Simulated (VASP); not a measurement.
# MgS (Niningerite) (P1) in VASP: notebook

One crystal, MgS (Niningerite), is run at these levels: RPBE+D3(BJ); tasks: single point.

Program: VASP 6.6.1. These are calculated values, not measurements. Logs are shortened: lines on timing, memory, paths and dates and some standing lists are left out, and cuts for length are marked.

## (1) The crystal as given

The typed cell holds 2 atoms: a = 3.739 Å, b = 3.648 Å, c = 3.680 Å, α = 60.84°, β = 60.13°, γ = 58.76°.

## (2) Single point, RPBE+D3(BJ)

Input file INCAR:

```
ALGO = Normal
EDIFF = 1E-7
ENCUT = 520
GGA = RP
ISIF = 2
ISMEAR = 0
IVDW = 12
LASPH = T
LCHARG = F
LREAL = F
LWAVE = F
NBANDS = 11
NELM = 100
PREC = Accurate
SIGMA = 0.01
```

Input file KPOINTS:

```
k-points
0
Gamma
  4 4 4
```

Input file POSCAR:

```
MgS
1.0
   -0.0049900000      2.6230800000      2.6649800000
    2.5275000000      0.0299300000      2.6300600000
    2.5715700000      2.6322300000     -0.0141400000
Mg S
1 1
Direct
    0.9883300000      0.0161000000      0.9963000000
    0.4992800000      0.4796700000      0.5177400000
```

Potentials or basis: VASP PAW PBE potentials, release 64 (Mg, S).

Started as:

```
$ cat potpaw_PBE.64/Mg/POTCAR potpaw_PBE.64/S/POTCAR > POTCAR
$ mpirun -np 1 vasp_std > vasp.out
```

OUTCAR:

```text
EDIFF = 1E-7
   ENCUT = 520
   GGA = RP
   ISIF = 2
   ISMEAR = 0
   IVDW = 12
   LASPH = T
   LREAL = F
   NELM = 100
   PREC = Accurate
 IVDW          = 12

 ion  position               nearest neighbor table
   1  0.988  0.016  0.996-   2 2.52   2 2.53   2 2.59   2 2.59   2 2.70   2 2.72
   2  0.499  0.480  0.518-   1 2.52   1 2.53   1 2.59   1 2.59   1 2.70   1 2.72

  Warning from LATTYP: Got some problem with cell dimensions!
  Tried to take original basis but could not verify dimensions!
  LATTYP: Found a triclinic cell.
 ALAT       =     3.6477894208
 B/A-ratio  =     2.4411076777
 C/A-ratio  =     2.6984031654
 COS(alpha) =     0.0000472076
 COS(beta)  =     0.5762595780
 COS(gamma) =     0.8097619804

  Lattice vectors:

 A1 = (  -2.5275000000,  -0.0299300000,  -2.6300600000)
 A2 = (  -5.0159200000,   5.1655200000,  -5.2393400000)
 A3 = (  -2.5615900000,  -7.8783900000,  -5.3158200000)

Analysis of symmetry for initial positions (statically):
=====================================================================
 Subroutine PRICEL returns:
 Original cell was already a primitive cell.

 Routine SETGRP: Setting up the symmetry group for a
 triclinic supercell.

 Subroutine GETGRP returns: Found  1 space group operations
 (whereof  1 operations were pure point group operations)
 out of a pool of  2 trial point group operations.

The static configuration has the point symmetry C_1 .

Analysis of symmetry for dynamics (positions and initial velocities):
=====================================================================
 Subroutine PRICEL returns:
 Original cell was already a primitive cell.

 Routine SETGRP: Setting up the symmetry group for a
 triclinic supercell.

 Subroutine GETGRP returns: Found  1 space group operations
 (whereof  1 operations were pure point group operations)
 out of a pool of  2 trial point group operations.

The dynamic configuration has the point symmetry C_1 .

 Subroutine INISYM returns: Found  1 space group operations
 (whereof  1 operations are pure point group operations),
 and found     1 'primitive' translations

----------------------------------------------------------------------------------------

                                     Primitive cell

  volume of cell :      35.3941

  direct lattice vectors                    reciprocal lattice vectors
    -0.004990000  2.623080000  2.664980000    -0.195607447  0.192097713  0.185793608
     2.527500000  0.029930000  2.630060000     0.199240388 -0.193623104  0.190951940
     2.571570000  2.632230000 -0.014140000     0.192662008  0.190677665 -0.187318999

  length of vectors
     3.739343791  3.647789421  3.679919425     0.331184343  0.337119092  0.329492077

  position of ions in fractional coordinates (direct lattice)
     0.988330000  0.016100000  0.996300000
     0.499280000  0.479670000  0.517740000

  ion indices of the primitive-cell ions
   primitive index   ion index
                 1           1
                 2           2

----------------------------------------------------------------------------------------

 KPOINTS: k-points

Automatic generation of k-mesh.
 Grid dimensions read from file:
 generate k-points for:    4    4    4

 Generating k-lattice:

  Cartesian coordinates                     Fractional coordinates (reciprocal lattice)
    -0.048901862  0.048024428  0.046448402     0.250000000 -0.000000000 -0.000000000
     0.049810097 -0.048405776  0.047737985     0.000000000  0.250000000  0.000000000
     0.048165502  0.047669416 -0.046829750     0.000000000  0.000000000  0.250000000

  Length of vectors
     0.082796086  0.084279773  0.082373019

  Shift w.r.t. Gamma in fractional coordinates (k-lattice)
     0.000000000  0.000000000  0.000000000

 Subroutine IBZKPT returns following result:
 ===========================================

 Found     36 irreducible k-points:

 Following reciprocal coordinates:
            Coordinates               Weight
  0.000000  0.000000  0.000000      1.000000
  0.250000 -0.000000  0.000000      2.000000
  0.500000 -0.000000  0.000000      1.000000
  0.000000  0.250000 -0.000000      2.000000
  0.250000  0.250000 -0.000000      2.000000
  0.500000  0.250000  0.000000      2.000000
[... 16 lines left out ...]
  0.000000 -0.250000  0.250000      2.000000
  0.250000 -0.250000  0.250000      2.000000
 [... further k-points ...]
   k-points           NKPTS =     36   k-points in BZ     NKDIM =     36   number of bands    NBANDS=     11
   number of dos      NEDOS =    301   number of ions     NIONS =      2
   total plane-waves  NPLWV =  21952
   dimension x,y,z NGX =    28 NGY =   28 NGZ =   28
   dimension x,y,z NGXF=    56 NGYF=   56 NGZF=   56
   ions per type =               1   1
   NGX,Y,Z   is equivalent  to a cutoff of  12.45, 12.76, 12.65 a.u.
   NGXF,Y,Z  is equivalent  to a cutoff of  24.90, 25.52, 25.30 a.u.
 SYSTEM =  unknown system
   PREC   = accura    normal or accurate (medium, high low for compatibility)
   ISTART =      0    job   : 0-new  1-cont  2-samecut
   ICHARG =      2    charge: 1-file 2-atom 10-const
   ISPIN  =      1    spin polarized calculation?
   LNONCOLLINEAR =      F non collinear calculations
   LSORBIT =      F    spin-orbit coupling
   LASPH  =      T    aspherical Exc in radial PAW
   ENCUT  =  520.0 eV  38.22 Ry    6.18 a.u.   6.95  6.78  6.84*2*pi/ulx,y,z
   NELM   =    100;   NELMIN=  2; NELMDL= -5     # of ELM steps
   EDIFF  = 0.1E-06   stopping-criterion for ELM
   LREAL  =      F    real-space projection
   EDIFFG = 0.1E-05   stopping-criterion for IOM
   NSW    =      0    number of steps for IOM
   IBRION =     -1    ionic relax: 0-MD 1-quasi-New 2-CG
   NFREE  =      0    steps in history (QN), initial steepest desc. (CG)
   ISIF   =      2    stress and relaxation
   ISYM   =      2    0-nonsym 1-usesym 2-fastsym
   POTIM  = 0.5000    time-step for ionic-motion
   TEBEG  =    0.0;   TEEND  =   0.0 temperature during run
   PSTRESS=    0.0 pullay stress
   NELECT =       8.0000    total number of electrons
   NUPDOWN=      -1.0000    fix difference up-down
   EMIN   =  10.00;   EMAX   =-10.00  energy-range for DOS
   EFERMI =   0.00;   METHOD = LEGACY
   ISMEAR =     0;   SIGMA  =   0.01  broadening in eV -4-tet -1-fermi 0-gaus
   EFERMI_NEDOS =   21; number of points for ismear=-14 and -15
   IALGO  =     38    algorithm
   IMIX   =      4    mixing-type and parameters
     AMIX     =   0.40;   BMIX     =  1.00
     AMIX_MAG =   1.60;   BMIX_MAG =  1.00
  volume/ion in A,a.u.               =      17.70       119.43
  Fermi-wavevector in a.u.,A,eV,Ry     =   0.997228  1.884488 13.530509  0.994464
  Thomas-Fermi vector in A             =   2.129370
   LORBIT       =      0    0 simple, 1 ext, 2 COOP (PROOUT), +10 PAW based schemes
   GGA     = RP    functional components
   LHFCALC =     F    Hartree Fock is set to
   AEXX    =    0.0000 exact exchange contribution
   IVDW    =    12    specifies the selected vdW correction
   LEPSILON=     F    determine dielectric tensor
   LRPA    =     F    only Hartree local field effects (RPA)
 non-spin polarized calculation
 Gauss-broadening in eV      SIGMA  =   0.01
  energy-cutoff  :      520.00
  volume of cell :       35.39
 maximum number of plane-waves:       964
   NGX = 13   NGY = 13   NGZ = 13

 number of electron       8.0000000 magnetization

 Free energy of the ion-electron system (eV)
  ---------------------------------------------------
  ext. energy  EPLUGINS =         0.00000000
  ---------------------------------------------------
  free energy    TOTEN  =        -7.89159364 eV

  energy without entropy =       -7.89159364  energy(sigma->0) =       -7.89159364

 E-fermi :   4.0532     XC(G=0):  -9.5068

 val. band max:        3.9379642899   @ k =   0.0000   0.0000   0.0000
 cond. band min:       6.5862961234   @ k =   0.0000   0.5000   0.5000
 fundamental gap:      2.6483318334
 Fermi energy:         4.0531560410

 k-point     1 :       0.0000    0.0000    0.0000
  band No.  band energies     occupation
      1      -8.8321      2.00000
      2       3.6423      2.00000
      3       3.7859      2.00000
      4       3.9380      2.00000
      5       7.6031      0.00000
      6      11.5417      0.00000
      7      11.7103      0.00000
      8      12.1325      0.00000
      9      13.9382      0.00000
     10      14.3959      0.00000
     11      16.3574      0.00000

 k-point     2 :       0.2500   -0.0000    0.0000
  band No.  band energies     occupation
      1      -8.2850      2.00000
      2       0.9984      2.00000
      3       3.4186      2.00000
      4       3.5748      2.00000
      5       8.8503      0.00000
      6      11.5353      0.00000
      7      11.8570      0.00000
      8      12.1189      0.00000
      9      13.9756      0.00000
     10      14.3035      0.00000
     11      15.8428      0.00000

 k-point     3 :       0.5000   -0.0000    0.0000
  band No.  band energies     occupation
      1      -7.5597      2.00000
      2      -0.9910      2.00000
      3       3.1832      2.00000
      4       3.2915      2.00000
      5       8.4463      0.00000
      6      10.6729      0.00000
      7      10.9827      0.00000
      8      14.0014      0.00000
      9      15.9825      0.00000
     10      17.7656      0.00000
     11      18.3154      0.00000
[... 267 lines left out ...]
 k-point    23 :       0.0000   -0.2500    0.2500
  band No.  band energies     occupation
      1      -7.6216      2.00000
      2       0.2767      2.00000
      3       1.4782      2.00000
      4       3.0733      2.00000
      5       9.4051      0.00000
      6      11.3607      0.00000
      7      11.7609      0.00000
      8      11.8635      0.00000
      9      14.1488      0.00000
     10      17.9357      0.00000
     11      19.3634      0.00000

 k-point    24 :       0.2500   -0.2500    0.2500
  band No.  band energies     occupation
      1      -7.3586      2.00000
      2      -0.1343      2.00000
      3       1.6124      2.00000
      4       2.5057      2.00000
      5       8.1690      0.00000
      6      10.6298      0.00000
      7      12.5745      0.00000
      8      12.7433      0.00000
      9      16.6118      0.00000
     10      18.2577      0.00000
     11      19.4074      0.00000

 [... further k-points ...]

------------------------ aborting loop because EDIFF is reached ----------------------------------------

 Edisp (eV)   -2.82571

 E8    (eV) :    -1.6775

  FORCE on cell =-STRESS in cart. coord.  units (eV):
  Direction    XX          YY          ZZ          XY          YZ          ZX
  --------------------------------------------------------------------------------------
  -------------------------------------------------------------------------------------
  Total      -2.34741    -2.86730    -3.33386    -0.16131    -0.06199     0.20355
  in kB    -106.25970  -129.79366  -150.91305    -7.30202    -2.80604     9.21397
  external pressure =     -128.99 kB  Pullay stress =        0.00 kB

 VOLUME and BASIS-vectors are now :
 -----------------------------------------------------------------------------
  energy-cutoff  :      520.00
  volume of cell :       35.39
      direct lattice vectors                 reciprocal lattice vectors
    -0.004990000  2.623080000  2.664980000    -0.195607447  0.192097713  0.185793608
     2.527500000  0.029930000  2.630060000     0.199240388 -0.193623104  0.190951940
     2.571570000  2.632230000 -0.014140000     0.192662008  0.190677665 -0.187318999

 POSITION                                       TOTAL-FORCE (eV/Angst)
 -----------------------------------------------------------------------------------
      2.59782      5.21544      2.66214        -0.173269      0.273988     -0.151434
      2.54128      2.68682      2.58481         0.173269     -0.273988      0.151434
 -----------------------------------------------------------------------------------
    total drift:                               -0.000094     -0.000007      0.000000

  FREE ENERGIE OF THE ION-ELECTRON SYSTEM (eV)
  ---------------------------------------------------
  free  energy   TOTEN  =       -10.7173034698 eV

  energy  without entropy=      -10.7173034698  energy(sigma->0) =      -10.71730347
```

Run time: 21 s. Hardware: 1 thread of Intel Xeon Platinum 8488C (Sapphire Rapids), shared host; peak memory 0.16 GiB.

Results:

* Free energy: -10.7173 eV
* Pressure: -12.9 GPa
* Largest force: 0.358 eV/Å
* Band gap on the k mesh: 2.65 eV, indirect (least direct gap 3.67 eV)
* Dispersion energy per atom: -1.413 eV

Forces on the atoms (eV/Å):
```
Mg  -0.173  0.274 -0.151
S    0.173 -0.274  0.151
```

Stress tensor (GPa, compression positive):
```
-10.63  -0.73   0.92
 -0.73 -12.98  -0.28
  0.92  -0.28 -15.09
```

Levels at points of the mesh, in eV from the valence-band top:
| k point | band 1 | band 2 | band 3 | band 4 | band 5 | band 6 | band 7 | band 8 |
| --- | --- | --- | --- | --- | --- | --- | --- | --- |
| (0.00, 0.00, 0.00) | -12.77 | -0.30 | -0.15 | 0.00 | 3.67 | 7.60 | 7.77 | 8.19 |
| (0.50, 0.00, 0.00) | -11.50 | -4.93 | -0.75 | -0.65 | 4.51 | 6.73 | 7.04 | 10.06 |
| (0.00, 0.50, 0.00) | -11.43 | -4.83 | -0.87 | -0.79 | 4.34 | 6.51 | 6.83 | 10.02 |
| (0.50, 0.50, 0.00) | -11.19 | -4.30 | -1.86 | -1.58 | 2.84 | 4.39 | 11.71 | 12.60 |
| (0.00, 0.00, 0.50) | -11.52 | -4.95 | -0.77 | -0.57 | 4.54 | 6.69 | 7.23 | 10.08 |
| (0.50, 0.00, 0.50) | -11.13 | -4.29 | -2.00 | -1.58 | 2.75 | 4.35 | 11.87 | 12.62 |
| (0.00, 0.50, 0.50) | -11.04 | -4.26 | -1.99 | -1.81 | 2.65 | 4.25 | 12.08 | 12.68 |
| (0.50, 0.50, 0.50) | -11.49 | -4.92 | -0.81 | -0.63 | 4.46 | 6.68 | 7.07 | 10.07 |

Caveat: the k mesh is coarse (spacing up to 0.53 Å⁻¹), so the values aren't converged; the PAW data sets were made with another functional, which shifts forces and pressure a little. A k mesh can miss the band edges.

## (3) Single point, RPBE+D3(BJ)

This run uses another cell than the first one, of 17.61 Å³/atom, 0.995 times its volume.

Input file INCAR:

```
ALGO = Normal ; EDIFF = 1E-7
ENCUT = 520 ; GGA = RP
ISIF = 2 ; ISMEAR = 0
IVDW = 12 ; LASPH = True
LCHARG = True ; LELF = True
LREAL = False ; LVHAR = True
LWAVE = False ; NBANDS = 11
NELM = 100 ; PREC = Accurate
SIGMA = 0.01
```

KPOINTS is that of step 2.

Input file POSCAR:

```
MgS
1.0
   -0.0049816694      2.6187008934      2.6605309433
    2.5232804596      0.0298800333      2.6256692406
    2.5672768868      2.6278356179     -0.0141163939
Mg S
1 1
Direct
    0.9883300000      0.0161000000      0.9963000000
    0.4992800000      0.4796700000      0.5177400000
```

Potentials or basis: VASP PAW PBE potentials, release 64 (Mg, S).

Started as:

```
$ cat potpaw_PBE.64/Mg/POTCAR potpaw_PBE.64/S/POTCAR > POTCAR
$ mpirun -np 1 vasp_std > vasp.out
```

Wall time 20 s (1 thread of Intel Xeon Platinum 8488C (Sapphire Rapids), shared host); peak memory 0.16 GiB.

The run converged. Its results:

```yaml
Free_energy: -10.7314 eV
Pressure: -12.6 GPa
Largest_force: 0.366 eV/Å
Band_gap_on_the_k_mesh: 2.66 eV, indirect (least direct gap 3.70 eV)
Dispersion_energy_per_atom: -1.422 eV
```

Forces on the atoms (eV/Å):
```
Mg  -0.177  0.281 -0.156
S    0.177 -0.281  0.156
```

Stress tensor (GPa, compression positive):
```
-10.30  -0.73   0.92
 -0.73 -12.72  -0.28
  0.92  -0.28 -14.88
```

Levels at points of the mesh, in eV from the valence-band top:
| k point | band 2 | band 3 | band 4 | band 5 | band 6 | band 7 |
| --- | --- | --- | --- | --- | --- | --- |
| (0.00, 0.00, 0.00) | -0.30 | -0.15 | 0.00 | 3.70 | 7.60 | 7.77 |
| (0.50, 0.00, 0.00) | -4.96 | -0.76 | -0.65 | 4.51 | 6.74 | 7.05 |
| (0.00, 0.50, 0.00) | -4.86 | -0.88 | -0.80 | 4.34 | 6.52 | 6.84 |
| (0.50, 0.50, 0.00) | -4.33 | -1.88 | -1.59 | 2.85 | 4.38 | 11.76 |
| (0.00, 0.00, 0.50) | -4.98 | -0.78 | -0.58 | 4.55 | 6.69 | 7.23 |
| (0.50, 0.00, 0.50) | -4.32 | -2.01 | -1.59 | 2.76 | 4.34 | 11.92 |
| (0.00, 0.50, 0.50) | -4.29 | -2.00 | -1.82 | 2.66 | 4.23 | 12.13 |
| (0.50, 0.50, 0.50) | -4.95 | -0.81 | -0.63 | 4.47 | 6.68 | 7.08 |

Caveat: the k mesh is coarse (spacing up to 0.53 Å⁻¹), so the values aren't converged; the PAW data sets were made with another functional, which shifts forces and pressure a little. Expect the measured gap to be larger: semilocal functionals such as RPBE lack the derivative discontinuity.
